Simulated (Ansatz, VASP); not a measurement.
## One calculation of HfO2, two programs

```xyz
3
Lattice="3.1739 0.0000 0.0000 -1.5869 2.7486 0.0000 0.0000 0.0000 30.1194" Properties=species:S:1:pos:R:3 pbc="T T T"
Hf    0.0000    0.0000    6.8450
O     0.0000    0.0000    8.7279
O     0.0000    0.0000   10.0038
```

Alike in both runs: functional PBE; k mesh 18 × 18 × 1; occupations gaussian, width 0.1 eV; no spin polarisation.

Ansatz relaxed the structure, and its values are those at the end. VASP's run is a single point on that final structure, the one shown.

|  | VASP | Ansatz |
| --- | --- | --- |
| version | VASP 6.6.1 | Ansatz 0.2.0 |
| potentials or method | VASP PAW PBE potentials, release 64 (Hf_pv, O) | scalar-relativistic, plane waves, PAW |
| plane-wave cutoff (eV) | 520 | 420 |
| valence electrons in the cell | 22 | 38 |

```tsv
	VASP	Ansatz	Ansatz less VASP
gap on the k mesh at the Fermi level (eV)	none	none	-
rms of the force components (eV/Å)	0.308	0.001	-0.3073
```

A gap of «none» marks a metal or a gap that the smearing closes. One of these differences is far larger than is usual between the two programs; its cause wasn't traced. The functional is the same, so the differences come from potentials, cutoffs and numerics. The two sets of potentials don't hold the same shells in valence. Ansatz warned: «slab_cell_height_set».

The runs have no spin-orbit coupling, so splittings on Hf are missing.
